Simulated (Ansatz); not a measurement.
Structure types of Sb were relaxed at one common pressure (all-electron LAPW in Ansatz 0.2.0 under PBE, scalar-relativistic, no spin polarisation, zero temperature). They take these volumes:

| type | space group | V (Å³/atom) |
| --- | --- | --- |
| fcc | Fm-3m | 11.60 |
| bcc | Im-3m | 11.58 |
| hcp | P6_3/mmc | 11.60 |
| simple hexagonal | P6/mmm | 12.01 |
| omega | P6/mmm | 11.64 |
| diamond | Fd-3m | 14.01 |

Q: At about which pressure, and is the densest type also the lowest in enthalpy?

A: 370 GPa. The densest types tie within 0.02 Å³/atom, and bcc is the lowest in enthalpy.
